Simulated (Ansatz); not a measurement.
Calculation for hcp In (11-20), 3 layers: DFT, PBE, all-electron LAPW, scalar-relativistic (Ansatz 0.2.0).

The slab is cut from a bulk crystal relaxed on PAW files (its atoms may have been relaxed since), whose type needn't be the stable one.

Command: `ansatz run input.yaml --threads 2 --pin off --max-ram 4096MiB --backend cpu --events-out ev --progress --plain --runs-dir out` It took 110 s on 2 threads of Arm Neoverse V1, on a shared host, peak memory 0.9 GiB.

```yaml
crystal:
  lattice:
    - [5.8896467936, 0.0, 0.0]
    - [0.0, 5.5377386214, 0.0]
    - [0.0, 0.0, 19.4004]
  atoms:
    - { symbol: In, position: [0.333333333, 0.75, 0.412362911] }
    - { symbol: In, position: [0.666666667, 0.25, 0.412362911] }
    - { symbol: In, position: [0.833333333, 0.75, 0.5] }
    - { symbol: In, position: [0.166666667, 0.25, 0.5] }
    - { symbol: In, position: [0.333333333, 0.75, 0.587637089] }
    - { symbol: In, position: [0.666666667, 0.25, 0.587637089] }
kpoints:
  mp_grid: { grid: [6, 6, 1] }
scf:
  occupations: { method: fermi_dirac, width: 0.05 }
hamiltonian:
  xc: pbe
  pseudopotentials: { kind: all_electron, lapw: { basis_error: 0.001 } }
output:
  forces: true
  stress: true
  eigenvalues: true
  populations: true
  dos: { projected: true, de: 0.2, e_range: [-14, 8] }
efield:
  axis: 3
  amplitude: 0
  dipole_correction: true
```

Output:

```
In: projections on atomic orbitals take those of the free atom 1s2 2s2 2p6 3s2 3p6 3d10 4s2 4p6 4d10 5s2 5p1, of charge +0.00 (hamiltonian.pseudopotentials.projection_atoms)
LAPW: plane waves up to 6.485 Å⁻¹, error target 1.0e-3 eV per atom; small_component_spin mean_spin; In in spheres of 1.697 Å, 21 of its electrons in bands, Dirac shells [] (how accurate: hamiltonian.pseudopotentials.lapw.basis_error, Limitations)
Engine: ansatz 0.2.0
Pseudopotentials: kind: all_electron
Pseudopotential: In, LAPW, valence charge 21, lapw/all_electron/scalar/gaussian/In, Koelling and Harmon's equation, gaussian nucleus
Functional definition: PBE
  parameter kappa = 0.804
  parameter beta = 0.06672455060314922
  exchange = pbe_x(kappa = kappa, mu = beta*pi^2/3)
  correlation = pbe_c(beta = beta)
Crystal: 6 atoms, lattice volume = 632.750 Å³
Basis set: ecut = 160.2051123940539 eV, 2891 PW (Γ), exchange–correlation at level 2
Bands: 76, of which v1, the nominal top of the filled ones, is band 63 counted from 1 (62 counted from 0)
Symmetry: 4 space group operations
k-points: 16 of 36
Non-local potential: In, projectors of the file, none
Initial density: superposition of atomic densities (neutral atoms: chi_scale 0, normalization atom)
Initial wavefunctions: plane waves of lowest kinetic energy (no species holds an atomic orbital)
Functional: x = pbe(κ = 0.804, μ = 0.2195149727645171), c = pbe(β = 0.06672455060314922)
iter 1 solved again at ethr=8.11e-4 eV; its pass at ethr=1.00e-1 eV (dr2=1.02e0 eV) is discarded
SCF iter   1: F=—  HF=-960274.475943 eV  |F-HF|=—  |Δ(HF+E_count)|=         —  Δρ=4.41e-3  dr2=1.02e0  ethr=8.11e-4  p=0.000 e·Å  D=1.54e-14 V/Å  ΔV_dip=-0.00 eV  dr2_dipole=5.49e-26  V_vac-E_F(+/−)=4.89/4.89 eV  ⟨swp⟩=2.9  Hψ=7855  notcnv=0
efield: sawtooth ramp at fractional position 0.9500 (placed from the atoms, in the widest stretch of the axis that holds none; the zero of the levels goes with the place), width 0.1000; the density the first Hamiltonian is built on has a dipole p = -0.000 e·Å; the dipole correction subtracts the counter field D = -1.30e-14 V/Å, which shifts the + side's vacuum level by +0.00 eV against the − side's; the planar-averaged density in the ramp window peaks in size at 5.7e-6 e/Å³
preconditioner: auto → LDOS  [insulator: Δε(μ)=0.143 eV  Ē_g=14.762 eV  σ=0.050 eV  W_gap=0.55  n_scr=92 (ndim 8)  ℏωp=13.0 eV  f_vac=0.646  D(μ)=3.14/eV (n_scr^D=4)  ε∞_Penn≈1.8  β→1.0]
SCF iter   2: F=—  HF=-960274.371547 eV  |F-HF|=—  |Δ(HF+E_count)|=   1.04e-1  Δρ=4.12e-3  dr2=3.69e-1  ethr=8.11e-4  p=0.000 e·Å  D=8.04e-10 V/Å  ΔV_dip=-0.00 eV  dr2_dipole=1.88e-16  V_vac-E_F(+/−)=3.91/3.91 eV  ⟨swp⟩=3.6  Hψ=4273  notcnv=0
SCF iter   3: F=—  HF=-960274.214096 eV  |F-HF|=—  |Δ(HF+E_count)|=   1.57e-1  Δρ=9.99e-4  dr2=5.00e-2  ethr=2.93e-4  p=-0.000 e·Å  D=-3.50e-9 V/Å  ΔV_dip=0.00 eV  dr2_dipole=3.36e-15  V_vac-E_F(+/−)=4.09/4.09 eV  ⟨swp⟩=3.0  Hψ=4106  notcnv=0
iter 4 solved again at ethr=1.60e-6 eV; its pass at ethr=3.96e-5 eV (dr2=2.01e-3 eV) is discarded
SCF iter   4: F=—  HF=-960274.198567 eV  |F-HF|=—  |Δ(HF+E_count)|=         —  Δρ=3.00e-4  dr2=2.02e-3  ethr=1.60e-6  p=0.000 e·Å  D=5.23e-10 V/Å  ΔV_dip=-0.00 eV  dr2_dipole=3.41e-17  V_vac-E_F(+/−)=3.97/3.97 eV  ⟨swp⟩=2.0  Hψ=6352  notcnv=0
the basis was enlarged: its passes take 426.4 KiB over the memory plan, 2 of 2 planned eigensolver slots
SCF iter   5: F=—  HF=-960274.198627 eV  |F-HF|=—  |Δ(HF+E_count)|=   6.04e-5  Δρ=1.18e-4  dr2=3.20e-4  ethr=1.60e-6  p=0.000 e·Å  D=1.09e-9 V/Å  ΔV_dip=-0.00 eV  dr2_dipole=2.90e-16  V_vac-E_F(+/−)=3.94/3.94 eV  ⟨swp⟩=3.0  Hψ=3804  notcnv=0
SCF iter   6: F=—  HF=-960274.198572 eV  |F-HF|=—  |Δ(HF+E_count)|=   5.49e-5  Δρ=3.63e-5  dr2=1.45e-5  ethr=2.54e-7  p=0.000 e·Å  D=5.54e-11 V/Å  ΔV_dip=-0.00 eV  dr2_dipole=1.09e-18  V_vac-E_F(+/−)=3.93/3.93 eV  ⟨swp⟩=3.0  Hψ=3788  notcnv=0
SCF iter   7: F=—  HF=-960274.198601 eV  |F-HF|=—  |Δ(HF+E_count)|=   2.88e-5  Δρ=1.13e-5  dr2=2.40e-6  ethr=1.15e-8  p=0.000 e·Å  D=1.42e-10 V/Å  ΔV_dip=-0.00 eV  dr2_dipole=9.50e-18  V_vac-E_F(+/−)=3.93/3.93 eV  ⟨swp⟩=3.0  Hψ=3908  notcnv=0
SCF iter   8: F=—  HF=-960274.198602 eV  |F-HF|=—  |Δ(HF+E_count)|=   1.07e-6  Δρ=4.34e-6  dr2=1.76e-7  ethr=1.91e-9  p=-0.000 e·Å  D=-1.82e-12 V/Å  ΔV_dip=0.00 eV  dr2_dipole=2.99e-20  V_vac-E_F(+/−)=3.93/3.93 eV  ⟨swp⟩=3.0  Hψ=3890  notcnv=0
SCF iter   9: F=-960274.198603 eV  HF=-960274.198602 eV  |F-HF|=3.71e-8  |Δ(HF+E_count)|=   5.66e-7  Δρ=1.08e-6  dr2=1.28e-8  ethr=1.39e-10  p=-0.000 e·Å  D=-7.67e-12 V/Å  ΔV_dip=0.00 eV  dr2_dipole=2.29e-20  V_vac-E_F(+/−)=3.93/3.93 eV  ⟨swp⟩=3.0  Hψ=3903  notcnv=0
SCF 1 converged in 9 iterations: F = -960274.198603 eV  dr2 = 1.28e-8
SCF converged after 9 iterations
Free energy (F): -960274.198603 eV
Harris-Foulkes:  -960274.198602 eV  (|F-HF|=3.71e-8)
Internal energy: -960274.174286 eV  (E = F + TS)
E sigma→0 (E₀):  -960274.186444 eV
Entropy (-TS):   -0.024316 eV (-4.053 meV/atom)
Fermi energy:    0.441140 eV
Dipole field:    D = -0.000000 V/Å  (p = -0.000000 e·Å, saw-weighted, corrected)
Work function:   Φ+ = 3.9286 eV   Φ− = 3.9286 eV
Levels:          The Fermi level and band energies are counted from a zero that moves with the ramp; work functions are not
--- Per-component energies (eV) ---
  E_band       = -4920.311384
  E_kinetic    = 1007913.675670
  E_xc         = -26110.395257
  E_efield     = 0.000000  (sawtooth field / dipole correction)
  E_electrostatic = -1942077.454699  (all electrons and nuclei)
  E_smearing   = -0.024316  (= −TS)
  E_closure    = 0.000000  (closes the sum)
  E_atoms      = -960260.556970  (free atoms, spherical and without spin; not in F)
  Σ components = -960274.198603   (vs F -960274.198603, Δ=0.00e0)
  Basis errors (estimates in eV, not in F): energy 3.5e-4 per atom: plane waves 3.3e-4 (2.0e-4 summed), levels above the bands 1.9e-41, relativity 4.0e-8, radial functions 1.7e-5, core shells 3.4e-10; eigenvalues (radial functions only) 5.2e-7; not estimated: angular momenta, meshes, grids; target (lapw.basis_error) 1.0e-3; muffin-tin radii In 1.697 Å
--- Forces (eV/Å), atoms counted from 1 ---
  atom   1  In     0.14272969     0.00000000     0.02309460
  atom   2  In    -0.14272969     0.00000000     0.02309460
  atom   3  In    -0.03192811     0.00000000    -0.00000000
  atom   4  In     0.03192811     0.00000000    -0.00000000
  atom   5  In     0.14272969     0.00000000    -0.02309460
  atom   6  In    -0.14272969     0.00000000    -0.02309460
  max |Σ_I F_I| component: 1.77e-10 eV/Å
--- Stress (GPa, compression-positive) ---
       -1.186770       0.000000       0.000000
        0.000000      -0.947529       0.000000
        0.000000       0.000000      -0.039072
  P = ⅓ Tr σ = -0.7245 GPa (-7.245 kbar)
--- Band table (eV; the first three rows and the last of 16) ---
  k-point 0: bands = ["-115.0159", "-115.0158", "-115.0158", "-115.0157", "-114.9539", "-114.9538", "-73.5137", "-73.5134", "-73.5126", "-73.5123", "-73.4885", "-73.4882", "-73.4878", "-73.4874", "-73.4833", "-73.4832", "-73.4815", "-73.4813", "-73.4449", "-73.4447", "-73.4266", "-73.4255", "-73.4248", "-73.4247", "-14.1965", "-14.1912", "-14.1697", "-14.1318", "-14.1279", "-14.1241", "-14.1220", "-14.1127", "-14.1100", "-14.0916", "-14.0833", "-14.0732", "-14.0620", "-14.0505", "-14.0490", "-14.0487", "-14.0045", "-14.0018", "-13.9994", "-13.9866", "-13.9739", "-13.9673", "-13.9527", "-13.9312", "-13.9286", "-13.9125", "-13.9001", "-13.8790", "-13.8601", "-13.8416", "-7.6521", "-5.0427", "-3.5295", "-3.0237", "-2.7994", "-1.9129", "-1.6196", "-0.8033", "0.7975", "0.9480", "1.7777", "1.9403", "1.9589", "2.0081", "2.2487", "2.4535", "3.3370", "3.9816", "4.5000", "4.5994", "4.9199", "5.1564"]
  k-point 1: bands = ["-115.0159", "-115.0158", "-115.0158", "-115.0157", "-114.9539", "-114.9538", "-73.5137", "-73.5135", "-73.5125", "-73.5123", "-73.4885", "-73.4881", "-73.4879", "-73.4875", "-73.4832", "-73.4831", "-73.4816", "-73.4815", "-73.4449", "-73.4447", "-73.4266", "-73.4257", "-73.4247", "-73.4247", "-14.1916", "-14.1859", "-14.1513", "-14.1429", "-14.1277", "-14.1273", "-14.1257", "-14.1163", "-14.1005", "-14.0942", "-14.0941", "-14.0940", "-14.0713", "-14.0543", "-14.0425", "-14.0215", "-14.0116", "-14.0032", "-14.0006", "-13.9773", "-13.9751", "-13.9672", "-13.9659", "-13.9187", "-13.9127", "-13.9101", "-13.9002", "-13.8801", "-13.8670", "-13.8508", "-7.5075", "-4.9072", "-4.0951", "-3.1981", "-2.8913", "-2.2440", "-0.7626", "-0.2705", "0.5568", "0.8065", "0.8606", "0.9542", "1.9886", "2.0834", "3.0516", "3.6626", "3.8170", "4.1422", "4.2600", "4.2760", "4.7899", "4.9118"]
  k-point 2: bands = ["-115.0159", "-115.0158", "-115.0158", "-115.0158", "-114.9539", "-114.9538", "-73.5137", "-73.5135", "-73.5125", "-73.5123", "-73.4884", "-73.4880", "-73.4880", "-73.4877", "-73.4828", "-73.4827", "-73.4819", "-73.4818", "-73.4449", "-73.4448", "-73.4264", "-73.4259", "-73.4247", "-73.4247", "-14.1803", "-14.1740", "-14.1549", "-14.1396", "-14.1364", "-14.1311", "-14.1250", "-14.1088", "-14.1067", "-14.1065", "-14.0913", "-14.0842", "-14.0836", "-14.0576", "-14.0290", "-14.0263", "-14.0175", "-14.0144", "-13.9990", "-13.9818", "-13.9743", "-13.9495", "-13.9476", "-13.9319", "-13.9156", "-13.9057", "-13.8964", "-13.8872", "-13.8766", "-13.8454", "-7.0718", "-5.3286", "-4.5054", "-3.0326", "-2.8811", "-2.5517", "-0.9717", "-0.3252", "0.2568", "0.6344", "1.3046", "1.4144", "1.8160", "1.9379", "2.9997", "3.1350", "4.2316", "4.4998", "4.9146", "4.9445", "4.9680", "5.2902"]
  k-point 15: bands = ["-115.0158", "-115.0158", "-115.0158", "-115.0158", "-114.9538", "-114.9538", "-73.5136", "-73.5136", "-73.5124", "-73.5124", "-73.4882", "-73.4882", "-73.4879", "-73.4879", "-73.4823", "-73.4823", "-73.4822", "-73.4822", "-73.4448", "-73.4448", "-73.4262", "-73.4262", "-73.4247", "-73.4247", "-14.1765", "-14.1765", "-14.1615", "-14.1615", "-14.1516", "-14.1516", "-14.1487", "-14.1487", "-14.1209", "-14.1209", "-14.0899", "-14.0899", "-14.0498", "-14.0498", "-14.0085", "-14.0085", "-14.0083", "-14.0083", "-13.9718", "-13.9718", "-13.9699", "-13.9699", "-13.9329", "-13.9329", "-13.9102", "-13.9102", "-13.8672", "-13.8672", "-13.8655", "-13.8655", "-5.4219", "-5.4219", "-4.9344", "-4.9344", "-3.5135", "-3.5135", "-0.8218", "-0.8218", "0.2771", "0.2771", "2.3832", "2.3832", "3.7572", "3.7572", "4.1924", "4.1924", "4.8589", "4.8589", "5.2582", "5.2582", "5.5971", "5.5971"]
--- Löwdin populations: 6 sites ---
  site symbol       q [e]
     0     In     48.9467
     1     In     48.9467
     2     In     49.0449
     3     In     49.0449
     4     In     48.9467
     5     In     48.9467
  spilling = 0.000419 (of n_electrons = 294.000000)
```

populations.tsv:

```
# site	symbol	l	j	q
# orbitals = lowdin
# n_electrons = 294.000000
# spilling = 0.000419
# projection_atom_In: 1s2 2s2 2p6 3s2 3p6 3d10 4s2 4p6 4d10 5s2 5p1
0	In	0_1S	-	1.999999
0	In	0_2S	-	1.999955
0	In	0_3S	-	1.999307
0	In	0_4S	-	1.990441
0	In	0_5S	-	1.558185
0	In	1_2P	-	6.000000
0	In	1_3P	-	5.999973
0	In	1_4P	-	5.996717
0	In	1_5P	-	1.410619
0	In	2_3D	-	9.999999
0	In	2_4D	-	9.991536
1	In	0_1S	-	1.999999
1	In	0_2S	-	1.999955
1	In	0_3S	-	1.999307
1	In	0_4S	-	1.990441
1	In	0_5S	-	1.558185
1	In	1_2P	-	6.000000
1	In	1_3P	-	5.999973
1	In	1_4P	-	5.996717
1	In	1_5P	-	1.410619
1	In	2_3D	-	9.999999
1	In	2_4D	-	9.991536
2	In	0_1S	-	1.999999
2	In	0_2S	-	1.999941
2	In	0_3S	-	1.999096
2	In	0_4S	-	1.987572
2	In	0_5S	-	1.381788
2	In	1_2P	-	6.000000
2	In	1_3P	-	5.999961
2	In	1_4P	-	5.995234
2	In	1_5P	-	1.693601
2	In	2_3D	-	9.999999
2	In	2_4D	-	9.987748
3	In	0_1S	-	1.999999
3	In	0_2S	-	1.999941
3	In	0_3S	-	1.999096
3	In	0_4S	-	1.987572
3	In	0_5S	-	1.381788
3	In	1_2P	-	6.000000
3	In	1_3P	-	5.999961
3	In	1_4P	-	5.995234
3	In	1_5P	-	1.693601
3	In	2_3D	-	9.999999
3	In	2_4D	-	9.987748
4	In	0_1S	-	1.999999
4	In	0_2S	-	1.999955
4	In	0_3S	-	1.999307
4	In	0_4S	-	1.990441
4	In	0_5S	-	1.558185
4	In	1_2P	-	6.000000
4	In	1_3P	-	5.999973
4	In	1_4P	-	5.996717
4	In	1_5P	-	1.410619
4	In	2_3D	-	9.999999
4	In	2_4D	-	9.991536
5	In	0_1S	-	1.999999
5	In	0_2S	-	1.999955
5	In	0_3S	-	1.999307
5	In	0_4S	-	1.990441
5	In	0_5S	-	1.558185
5	In	1_2P	-	6.000000
5	In	1_3P	-	5.999973
5	In	1_4P	-	5.996717
5	In	1_5P	-	1.410619
5	In	2_3D	-	9.999999
5	In	2_4D	-	9.991536
```

Next run (atoms relaxed), as changes to the input before:

```diff
   atoms:
-    - { symbol: In, position: [0.333333333, 0.75, 0.412362911] }
-    - { symbol: In, position: [0.666666667, 0.25, 0.412362911] }
-    - { symbol: In, position: [0.833333333, 0.75, 0.5] }
-    - { symbol: In, position: [0.166666667, 0.25, 0.5] }
-    - { symbol: In, position: [0.333333333, 0.75, 0.587637089] }
-    - { symbol: In, position: [0.666666667, 0.25, 0.587637089] }
+    - { symbol: In, position: [0.3643148162, 0.75, 0.4149974065] }
+    - { symbol: In, position: [0.6356851838, 0.25, 0.4149974065] }
+    - { symbol: In, position: [0.8532181592, 0.75, 0.5000000007] }
+    - { symbol: In, position: [0.1467818408, 0.25, 0.5000000007] }
+    - { symbol: In, position: [0.3643147946, 0.75, 0.5850025928] }
+    - { symbol: In, position: [0.6356852054, 0.25, 0.5850025928] }
 kpoints:
   eigenvalues: true
-  populations: true
-  dos: { projected: true, de: 0.2, e_range: [-14, 8] }
+relax:
+  f_tol: 0.01
+  max_steps: 12
 efield:
```

Command: `ansatz run input.yaml --threads 2 --pin off --max-ram 4096MiB --backend cpu --events-out ev --progress --plain --runs-dir out` It took 3.4 min on 2 threads of Arm Neoverse V1, on a shared host, peak memory 1 GiB.

Results part of the output:

```
SCF converged after 4 iterations
Free energy (F): -960274.246990 eV
Harris-Foulkes:  -960274.246990 eV  (|F-HF|=6.40e-9)
Internal energy: -960274.212928 eV  (E = F + TS)
E sigma→0 (E₀):  -960274.229959 eV
Entropy (-TS):   -0.034062 eV (-5.677 meV/atom)
Fermi energy:    0.502777 eV
Dipole field:    D = 0.000000 V/Å  (p = 0.000000 e·Å, saw-weighted, corrected)
Work function:   Φ+ = 3.8653 eV   Φ− = 3.8653 eV
Levels:          The Fermi level and band energies are counted from a zero that moves with the ramp; work functions are not
--- Per-component energies (eV) ---
  E_band       = -4923.640727
[... lines left out ...]
  k-point 1: bands = ["-115.0291", "-115.0290", "-115.0288", "-115.0287", "-114.9828", "-114.9826", "-73.5261", "-73.5255", "-73.5242", "-73.5236", "-73.5054", "-73.5048", "-73.5044", "-73.5038", "-73.4955", "-73.4953", "-73.4909", "-73.4908", "-73.4800", "-73.4797", "-73.4536", "-73.4519", "-73.4505", "-73.4501", "-14.2510", "-14.2295", "-14.1895", "-14.1707", "-14.1606", "-14.1568", "-14.1529", "-14.1470", "-14.1391", "-14.1358", "-14.1169", "-14.1117", "-14.0973", "-14.0891", "-14.0539", "-14.0478", "-14.0294", "-14.0143", "-14.0005", "-13.9982", "-13.9971", "-13.9838", "-13.9747", "-13.9419", "-13.9294", "-13.9156", "-13.8983", "-13.8915", "-13.8887", "-13.8527", "-7.6581", "-5.0338", "-4.1745", "-3.2569", "-3.0494", "-2.0628", "-0.6444", "-0.3706", "0.4665", "0.5337", "0.8334", "1.0471", "2.1143", "2.2247", "2.7914", "3.8159", "4.0290", "4.0523", "4.1581", "4.4110", "4.9518", "4.9562"]
  k-point 2: bands = ["-115.0290", "-115.0289", "-115.0289", "-115.0288", "-114.9827", "-114.9826", "-73.5259", "-73.5256", "-73.5241", "-73.5237", "-73.5053", "-73.5047", "-73.5047", "-73.5041", "-73.4944", "-73.4942", "-73.4918", "-73.4916", "-73.4799", "-73.4798", "-73.4533", "-73.4523", "-73.4503", "-73.4501", "-14.2475", "-14.2399", "-14.2001", "-14.1803", "-14.1748", "-14.1545", "-14.1509", "-14.1445", "-14.1437", "-14.1397", "-14.1362", "-14.1295", "-14.0962", "-14.0818", "-14.0474", "-14.0348", "-14.0344", "-14.0167", "-14.0078", "-13.9953", "-13.9869", "-13.9689", "-13.9539", "-13.9510", "-13.9322", "-13.9056", "-13.8905", "-13.8899", "-13.8724", "-13.8491", "-7.2200", "-5.4565", "-4.6201", "-3.0328", "-2.8559", "-2.7048", "-0.8308", "-0.7048", "0.2225", "0.7098", "1.4151", "1.5045", "1.7178", "2.1095", "3.1413", "3.2342", "4.4311", "4.5059", "4.7712", "5.0884", "5.1006", "5.3251"]
  k-point 15: bands = ["-115.0289", "-115.0289", "-115.0289", "-115.0289", "-114.9827", "-114.9827", "-73.5258", "-73.5258", "-73.5239", "-73.5239", "-73.5050", "-73.5050", "-73.5045", "-73.5045", "-73.4930", "-73.4930", "-73.4929", "-73.4929", "-73.4798", "-73.4798", "-73.4529", "-73.4529", "-73.4502", "-73.4502", "-14.2283", "-14.2283", "-14.2159", "-14.2159", "-14.2097", "-14.2097", "-14.1932", "-14.1932", "-14.1484", "-14.1484", "-14.1293", "-14.1293", "-14.0714", "-14.0714", "-14.0312", "-14.0312", "-14.0059", "-14.0059", "-13.9768", "-13.9768", "-13.9627", "-13.9627", "-13.9193", "-13.9193", "-13.9164", "-13.9164", "-13.8847", "-13.8847", "-13.8776", "-13.8776", "-5.6259", "-5.6259", "-4.9630", "-4.9630", "-3.6382", "-3.6382", "-0.6355", "-0.6355", "0.2842", "0.2842", "2.4195", "2.4195", "3.8608", "3.8608", "4.1792", "4.1792", "4.9705", "4.9705", "5.3556", "5.3556", "5.5621", "5.5621"]
--- Relaxed structure (2 steps of the walk, 2 accepted, 0 SCFs on fresh bases) ---
  F+E_penalty+E_count = -960274.24699003 eV   max|allowed force component| = 4.847e-3 eV/Å
  atoms:
    - { symbol: In, position: [0.36431481620000006, 0.7500000000000001, 0.4149974065] }
    - { symbol: In, position: [0.6356851838000002, 0.25, 0.4149974065] }
    - { symbol: In, position: [0.8532181592, 0.7500000000000001, 0.5000000007] }
    - { symbol: In, position: [0.1467818408, 0.25, 0.5000000007] }
    - { symbol: In, position: [0.36431479460000005, 0.7500000000000001, 0.5850025928000001] }
    - { symbol: In, position: [0.6356852054, 0.25, 0.5850025928000001] }
```

The cell is 1×1, so reconstructions are forbidden.
